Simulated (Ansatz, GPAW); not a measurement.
Given: the input of a run of Ansatz 0.2.0 on Bi2Te3 (Tellurobismuthite). 

Contents of input.yaml:

```yaml
crystal:
  lattice:
    - [2.193, 1.2661291403, 10.1656666667]
    - [-2.193, 1.2661291403, 10.1656666667]
    - [0.0, -2.5322582807, 10.1656666667]
  atoms:
    - { symbol: Bi, position: [0.6, 0.6, 0.6] }
    - { symbol: Bi, position: [0.4, 0.4, 0.4] }
    - { symbol: Te, position: [0.7905, 0.7905, 0.7905] }
    - { symbol: Te, position: [0.2095, 0.2095, 0.2095] }
    - { symbol: Te, position: [0.0, 0.0, 0.0] }
hamiltonian:
  xc: pbesol
  pseudopotentials: { kind: paw }
kpoints:
  mp_grid: { grid: [7, 7, 7] }
scf:
  occupations: { method: fermi_dirac, width: 0.05 }
output:
  forces: true
  stress: true
  eigenvalues: true
  write_density: true
  write_potential: true
  elf: true
  volumetric_format: npy
```

Potentials or basis: Ansatz PAW.

Launch:

```sh
$ ansatz run input.yaml --threads 1 --pin off --max-ram 3584MiB --backend cpu --events-out ev --progress --plain --runs-dir out
```

**Question.** What does the same run look like in GPAW 26.7.0 (ASE script)? Potentials or basis there: PAW data sets generated for this functional, cutoff 600 eV.

**Answer.** As run (cutoffs and basis follow the program's own potentials, and thresholds, step limits or extra output files can differ):

Contents of run.py:

```python
from ase import Atoms
from ase.dft.bandgap import bandgap
from ase.io import write
from ase.units import Bohr, GPa
from ase.parallel import parprint
from gpaw import GPAW, PW, setup_paths
from gpaw.elf import elf_from_dft_calculation

setup_paths.insert(0, '.')

atoms = Atoms(['Bi', 'Bi', 'Te', 'Te', 'Te'],
              cell=[[2.193, 1.2661291403, 10.1656666667],
                    [-2.193, 1.2661291403, 10.1656666667],
                    [0.0, -2.5322582807, 10.1656666667]],
              scaled_positions=[[0.6, 0.6, 0.6],
                                [0.4, 0.4, 0.4],
                                [0.7905, 0.7905, 0.7905],
                                [0.2095, 0.2095, 0.2095],
                                [0.0, 0.0, 0.0]],
              pbc=True)

calc = GPAW(mode=PW(600),
            xc='PBEsol',
            kpts={'size': (7, 7, 7), 'gamma': True},
            occupations={'name': 'fermi-dirac', 'width': 0.05},
            nbands=39,
            convergence={'density': 1e-05, 'energy': 1e-05},
            maxiter=150,
            txt='gpaw.txt')
atoms.calc = calc
energy = atoms.get_potential_energy()
forces = atoms.get_forces()
stress = atoms.get_stress()
calc.write('gs.gpw')
write('result.traj', atoms)
parprint(f'Energy: {energy:.6f} eV')
parprint('Forces (eV/A):')
parprint(forces.round(4))
parprint('Stress (GPa):', (stress / GPa).round(3))
parprint('Fermi level:', round(calc.get_fermi_level(), 4), 'eV')
parprint(f'Gap: {bandgap(calc)[0]:.4f} eV, direct: {bandgap(calc, direct=True)[0]:.4f} eV')

# fields on the real-space grid
write('density.cube', atoms, data=calc.get_pseudo_density() * Bohr**3)
write('potential.cube', atoms, data=calc.get_electrostatic_potential())
write('elf.cube', atoms, data=elf_from_dft_calculation(calc).data)
```

Potentials or basis: PAW data sets generated in the run's folder for this functional, pw.

Run with:

```bash
$ gpaw-setup -f PBEsol Bi Te
$ OMP_NUM_THREADS=1 mpirun -n 4 gpaw python run.py
```

Both were run:

|  | Ansatz | GPAW |
| --- | --- | --- |
| Pressure | -0.6 GPa | -0.8 GPa |
| Largest force | 0.114 eV/Å | 0.119 eV/Å |

Ansatz's pressure holds a Pulay term of +0.03 GPa for its cutoff of 420 eV, which the other run lacks.

The potentials hold 78 and 48 valence electrons a cell.

Ansatz's potentials were made for PBE.

Where Ansatz's input types no cutoff or centring, it takes its own default and a Γ-centred mesh.

Pressure is positive in compression.
